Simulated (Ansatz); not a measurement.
**Is this CdF2 structure stable?**

The cell was reached from a generator's guess, though it ends in a space group that the Crystallography Open Database lists for this formula.

Method: Ansatz, DFT PBE+D3(BJ), scalar-relativistic, plane waves, PAW. Settings of the last relaxation (3-atom cell): 420 eV, 9×9×9 k points, Gaussian smearing of 0.02 eV, no spin polarisation.

```xyz
3
Lattice="0.0000 2.7225 2.7225 2.7225 0.0000 2.7225 2.7225 2.7225 0.0000" Properties=species:S:1:pos:R:3 pbc="T T T"
Cd    0.0000    0.0000    0.0000
F     4.0837    4.0837    4.0837
F     1.3612    1.3612    1.3612
```

The zero of energy is the elements' standard structures at the same level (F₂ as a molecule); no fitted shifts are applied.

Problem. These tests were run: energy against the elements; phonons on a 2×2×2 q mesh; elastic tensor. What do they show?

Solution.

```tsv
test	result
energy against the elements	−2.190 eV/atom
phonons on a 2×2×2 q mesh	no imaginary mode on the mesh
elastic tensor	least eigenvalue 18 GPa
```

It fails none of these tests. Whether a mixture of other phases lies lower isn't tested here.

The run for the phonons used a 10×10×10 k mesh. The run for the elastic tensor used a 10×10×10 k mesh.
